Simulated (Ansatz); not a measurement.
**Cold compression of ZnO (CsCl type)**

```xyz
2
Lattice="2.6882 0.0000 0.0000 0.0000 2.6882 0.0000 0.0000 0.0000 2.6882" Properties=species:S:1:pos:R:3 pbc="T T T"
Zn    0.0000    0.0000    0.0000
O     1.3441    1.3441    1.3441
```

The cell comes from a relaxation on PAW files under the same functional, begun from a prototype that needn't be the stable phase.

Its volume is scaled at fixed shape and fractional positions.

Level of theory: DFT with PBE, scalar-relativistic, in Ansatz 0.2.0; a Γ-centred 15×15×15 k mesh, Fermi–Dirac smearing of 0.05 eV, no spin polarisation. LAPW: all electrons, basis error target 1 meV/atom; PAW: frozen-core files, cutoff 420 eV; crystal datasets: all electrons, by PAW datasets that the program makes for each cell; norm-conserving: pseudopotentials, cutoff 1240 eV; PAW (cutoff 250 eV): frozen-core files, cutoff 250 eV.

Energies are extrapolated to zero smearing and count from the unscaled cell; pressure is positive in compression; gaps take the mesh and a band path. No temperature or zero-point motion is included.

```
V/V0  V (Å³/atom)  P LAPW (GPa)  ΔE LAPW (eV/atom)  P PAW − LAPW (GPa)  ΔE PAW − LAPW (meV/atom)  gap (eV)
1.00         9.71          0.01              0.000               -0.02                       0.0      0.00
0.94         9.13         11.29              0.019                0.03                       0.0      0.00
0.88         8.55          27.1              0.087                0.09                       0.2      0.00
0.80         7.77          59.0              0.290                0.21                       0.9         –
0.72         6.99             ?                  ?                   ?                         ?         ?
0.64         6.22         196.2              1.416                0.65                       4.7         –
0.55         5.34         370.2              2.910                1.06                       9.1      4.45
```

(1) Fit the Vinet equation to the LAPW pressures shown (residuals weighted by 1/(|P| + 0.03·Pmax)), and predict the pressure of the withheld row.

(2) From the table, what is the rise of the enthalpy H = E + pV up to the last row, and how stiff is the crystal between the last two rows?

(3) At the smallest volume, how far do crystal datasets and norm-conserving and PAW (cutoff 250 eV) lie from LAPW in pressure?

(4) How do the Löwdin populations by LAPW change from the unscaled cell to the last row?

Answers

(1) The fit gives V0 = 9.72 Å³/atom, B0 = 154 GPa and B0′ = 5.00. At 6.99 Å³/atom, x = (V/V0)^(1/3) = 0.8962, and P = 3·B0·(1 − x)/x²·exp[1.5·(B0′ − 1)·(1 − x)] = 111.4 GPa. The run itself gave 110.4 GPa (+0.8 % off) and ΔE = 0.691 eV/atom.

(2) ΔH = 2.910 eV + (370.2 GPa × 5.34 Å³ − 0.01 GPa × 9.71 Å³) × 0.006242 eV/(GPa·Å³) = 15.25 eV/atom, of which pV makes 81 %. The mean bulk modulus there is −ΔP/Δln V = 1150 GPa.

(3) crystal datasets: 0.00 GPa; norm-conserving: -1.12 GPa; PAW (cutoff 250 eV): +38.86 GPa, on a LAPW pressure of 370.2 GPa.

(4) Zn 4s 0.68 → 0.55, Zn 3d 9.98 → 9.95, O 2s 1.94 → 1.85, O 2p 5.21 → 5.47 electrons an atom. These are projections on the shells that the free atoms fill; 0.20 e a cell lies outside them at the start and 0.19 e at the end.
